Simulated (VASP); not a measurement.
Crystal: Cu.

```
Cu
1.0
     0.00000    1.80750    1.80750
     1.80750    0.00000    1.80750
     1.80750    1.80750    0.00000
Cu
1
Direct
  0.00000 0.00000 0.00000
```

Base run:

| Item | Value |
| --- | --- |
| Program | VASP 6.6.1 |
| Functional | revTPSS |
| Potentials or basis | VASP PAW PBE potentials, release 64 (Cu) |
| Cutoff | 520 eV |
| k mesh | 13 × 13 × 13 |
| Occupations | fermi-dirac, width 0.05 eV |
| Spin | no spin polarisation |

Its results: pressure -6.4 GPa.

Task: The run is repeated on the same cell with these changes: functional from revTPSS to MS2. What comes out?

Result: Pressure -8.3 GPa.

Caveats: the PAW data sets were made with another functional, which shifts forces and pressure a little.
